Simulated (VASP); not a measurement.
# NaH: how cutoff and mesh change the relaxed cell, part 2 of 2

How far does the relaxed cell of NaH depend on cutoff and k mesh? The starting structure is a measured crystal structure from the Crystallography Open Database. The first relaxation on each setting starts from this cell expanded by 3 % in volume.

VASP 6.6.1.

Results so far: reference 13.66 Å³ an atom; a cutoff of 260 eV 12.67 Å³ an atom; a 4×4×4 mesh 13.65 Å³ an atom.

## (5) Relaxation with a cutoff of 600 eV

Level of this step: PBEsol; plane waves and PAW (Na_pv, H) (VASP).

Against step 2 the input has ENCUT = 600. This run starts from the cell of an earlier relaxation, which isn't shown; the restart sets up the plane waves anew.

File INCAR:

```
SYSTEM = NaH
PREC = Accurate
ENCUT = 600
EDIFF = 1E-06
NELM = 100
ISMEAR = 0
SIGMA = 0.03
LREAL = .FALSE.
ALGO = Normal
GGA = PS
NBANDS = 10
LORBIT = 11
LWAVE = .FALSE.
LCHARG = .FALSE.
KPAR = 4
IBRION = 2
NSW = 50
ISIF = 3
EDIFFG = -0.006
```

File POSCAR:

```
NaH
1.0
    0.0000000000      2.3962998558      2.3962998558
    2.3962998558      0.0000000000      2.3962998558
    2.3962998558      2.3962998558      0.0000000000
Na H
1 1
Direct
    0.0000000000      0.0000000000      0.0000000000
    0.5000000000      0.5000000000      0.5000000000
```

File KPOINTS:

```
Automatic mesh
0
Gamma
8 8 8
0 0 0
```

PAW data sets: Na_pv and H (PBE family, release 64).

On the command line:

```bash
$ mpirun -np 4 vasp_std
```

Log:

```text
[... set-up lines as in an earlier step ...]
 entering main loop
       N       E                     dE             d eps       ncg     rms          rms(c)
DAV:   1     0.329058577030E+02    0.32906E+02   -0.49434E+03   582   0.897E+02
DAV:   2    -0.434257344516E+01   -0.37248E+02   -0.36812E+02   602   0.190E+02
DAV:   3    -0.545866138418E+01   -0.11161E+01   -0.11143E+01   730   0.332E+01
DAV:   4    -0.546540751408E+01   -0.67461E-02   -0.67455E-02   682   0.256E+00
[...]
DAV:   9    -0.508622187090E+01   -0.12913E-04   -0.64263E-04   742   0.337E-01    0.172E-02
DAV:  10    -0.508621037010E+01    0.11501E-04   -0.34896E-05   668   0.466E-02    0.284E-03
DAV:  11    -0.508621099649E+01   -0.62638E-06   -0.13135E-06   666   0.724E-03
   1 F= -.50862110E+01 E0= -.50862110E+01  d E =-.508621E+01
[...]
reached required accuracy - stopping structural energy minimisation
```

It took 2.2 s on 4 MPI ranks of Intel Xeon 6975P-C (Granite Rapids), shared host; peak memory 0.54 GiB; 6.6 s of CPU time.

From OUTCAR (step 5):

```text
  Total       -0.0013641     -0.0013641     -0.0013641     -0.0000000     -0.0000000      0.0000000
  in kB       -0.0794148     -0.0794148     -0.0794148     -0.0000000     -0.0000000      0.0000000
  external PRESSURE =      -0.0794148 kB  Pullay stress =       0.0000000 kB

 POSITION                                       TOTAL-FORCE (eV/Angst)
 -----------------------------------------------------------------------------------
      0.00000      0.00000      0.00000         0.000000     -0.000000      0.000000
      2.39630      2.39630      2.39630         0.000000      0.000000     -0.000000
 -----------------------------------------------------------------------------------
    total drift:                               -0.000000     -0.000000     -0.000000

  FREE ENERGIE OF THE ION-ELECTRON SYSTEM (eV)
  ---------------------------------------------------
  free  energy   TOTEN  =        -5.0862109965 eV

  energy  without entropy=       -5.0862109965  energy(sigma->0) =       -5.08621100

[... 2 parts as in an earlier step ...]

[... 2 further parts left out ...]
[key lines of the parts left out:]
E-fermi :  -0.8159
```

With a cutoff of 600 eV the cell ends at 13.760 Å³ an atom, +0.75 % from the reference.

## (6) Relaxation with a 10×10×10 mesh

Against step 2 the input has a 10×10×10 mesh. This run starts from the cell of an earlier relaxation, which isn't shown; the restart sets up the plane waves anew.

INCAR, as its differences from that of step 5:

```diff
@@ -2,3 +2,3 @@
 PREC = Accurate
-ENCUT = 600
+ENCUT = 450
 EDIFF = 1E-06
```

File POSCAR:

```
NaH
1.0
    0.0000000000      2.3939772597      2.3939772597
    2.3939772597      0.0000000000      2.3939772597
    2.3939772597      2.3939772597      0.0000000000
Na H
1 1
Direct
    0.0000000000      0.0000000000      0.0000000000
    0.5000000000      0.5000000000      0.5000000000
```

File KPOINTS:

```
Automatic mesh
0
Gamma
10 10 10
0 0 0
```

On the command line:

```bash
$ mpirun -np 4 vasp_std
```

Log:

```text
[... set-up lines as in an earlier step ...]
 entering main loop
       N       E                     dE             d eps       ncg     rms          rms(c)
DAV:   1     0.295620186071E+02    0.29562E+02   -0.43333E+03   946   0.746E+02
DAV:   2    -0.449218884408E+01   -0.34054E+02   -0.33432E+02   964   0.171E+02
DAV:   3    -0.545719350072E+01   -0.96500E+00   -0.96406E+00  1168   0.298E+01
DAV:   4    -0.546305736101E+01   -0.58639E-02   -0.58633E-02  1066   0.233E+00
[...]
DAV:   9    -0.508512895280E+01   -0.12985E-04   -0.62611E-04  1136   0.332E-01    0.170E-02
DAV:  10    -0.508512066759E+01    0.82852E-05   -0.33544E-05  1046   0.446E-02    0.278E-03
DAV:  11    -0.508512157280E+01   -0.90521E-06   -0.12733E-06  1066   0.689E-03
   1 F= -.50851216E+01 E0= -.50851216E+01  d E =-.508512E+01
[...]
N       E                     dE             d eps       ncg     rms          rms(c)
DAV:   1    -0.508540896788E+01   -0.28830E-03   -0.68903E-03  1028   0.149E+00    0.104E-01
DAV:   2    -0.508524794636E+01    0.16102E-03   -0.17143E-04  1044   0.240E-01    0.531E-02
DAV:   3    -0.508518896068E+01    0.58986E-04   -0.85294E-05  1038   0.163E-01    0.513E-03
DAV:   4    -0.508518440314E+01    0.45575E-05   -0.33359E-06   986   0.333E-02    0.666E-04
DAV:   5    -0.508518430623E+01    0.96910E-07   -0.27706E-08   486   0.246E-03
   2 F= -.50851843E+01 E0= -.50851843E+01  d E =-.627334E-04
 trial-energy change:   -0.000063  1 .order   -0.000060   -0.000082   -0.000037
 step:   1.8417(harm=  1.8417)  dis= 0.00000  next Energy=    -5.085197 (dE=-0.753E-04)
[...]
N       E                     dE             d eps       ncg     rms          rms(c)
DAV:   1    -0.508537598709E+01   -0.19158E-03   -0.49060E-03  1026   0.126E+00    0.880E-02
DAV:   2    -0.508526232740E+01    0.11366E-03   -0.12145E-04  1040   0.202E-01    0.447E-02
DAV:   3    -0.508522001207E+01    0.42315E-04   -0.60478E-05  1038   0.137E-01    0.432E-03
DAV:   4    -0.508521663649E+01    0.33756E-05   -0.23785E-06   904   0.281E-02    0.554E-04
DAV:   5    -0.508521656555E+01    0.70935E-07   -0.19593E-08   484   0.205E-03
   3 F= -.50852166E+01 E0= -.50852166E+01  d E =-.949928E-04
[...]
reached required accuracy - stopping structural energy minimisation
```

Elapsed: 2.8 s, on 4 MPI ranks; peak memory 0.48 GiB.

OUTCAR, selected parts (step 6):

```text
  Total       -0.0070654     -0.0070654     -0.0070654     -0.0000000      0.0000000     -0.0000000
  in kB       -0.4143850     -0.4143850     -0.4143850     -0.0000000      0.0000000     -0.0000000
  external PRESSURE =      -0.4143850 kB  Pullay stress =       0.0000000 kB

 POSITION                                       TOTAL-FORCE (eV/Angst)
 -----------------------------------------------------------------------------------
      0.00000     -0.00000      0.00000        -0.000000      0.000000      0.000000
      2.39040      2.39040      2.39040         0.000000      0.000000     -0.000000
 -----------------------------------------------------------------------------------
    total drift:                               -0.000000     -0.000000     -0.000000

  FREE ENERGIE OF THE ION-ELECTRON SYSTEM (eV)
  ---------------------------------------------------
  free  energy   TOTEN  =        -5.0852165656 eV

  energy  without entropy=       -5.0852165656  energy(sigma->0) =       -5.08521657

[... 1 part as in an earlier step ...]

[... 3 further parts left out ...]
[key lines of the parts left out:]
E-fermi :  -0.8756
```

With a 10×10×10 mesh the cell ends at 13.659 Å³ an atom, +0.01 % from the reference.

## (7) The runs compared

| run | volume (Å³/atom) | change (%) | pressure left (GPa) | core minutes |
| --- | --- | --- | --- | --- |
| reference | 13.657 | - | -0.04 | 0.427 |
| a cutoff of 260 eV | 12.668 | -7.24 | 0.01 | 0.24 |
| a 4×4×4 mesh | 13.654 | -0.03 | -0.04 | 0.293 |
| a cutoff of 600 eV | 13.76 | 0.75 | -0.01 | 0.48 |
| a 10×10×10 mesh | 13.659 | 0.01 | -0.04 | 0.493 |

Core minutes are wall time times ranks, summed over the relaxations behind a row (those for a bulk modulus apart), on shared hosts.

## (8) What came out

| Item | Value |
| --- | --- |
| volume of the reference | 13.66 Å³/atom |
| volume against the reference, a cutoff of 260 eV | -7.24 % |
| volume against the reference, a 4×4×4 mesh | -0.03 % |
| volume against the reference, a cutoff of 600 eV | +0.75 % |
| volume against the reference, a 10×10×10 mesh | +0.01 % |

In words: The volume moves most with a cutoff of 260 eV: -7.24 % against the reference (450 eV, 8×8×8 mesh). On finer settings it changes by +0.75 % with a cutoff of 600 eV and +0.01 % with a 10×10×10 mesh. The relaxations stop with up to 0.04 GPa left, which at a bulk modulus of 50 GPa, to name a scale, is 0.08 % of the volume. That understates it: a restart alone still moved the volume by up to 3.7 %. A change this large on a finer setting means that the reference isn't converged, that its relaxation stopped early along a soft direction, or that the runs ended in different electronic states. A cell that shrinks at the lower cutoff is the usual mark of Pulay stress, the error that a plane-wave basis makes when it is kept while the volume changes. Further runs on this material are not shown.

[Lines on the potential files, build, host, timing and source positions are cut from VASP's logs without a mark.]

[Logs are printed without paths, hosts, clocks, repeated set-up lines and the standing remarks that a program may print on its own settings, such as how far it seeks lower states.]

[Hosts, paths, dates, database ids (printed as entryN), source tags and the programs' standing remarks are cut or masked in the printed files.]
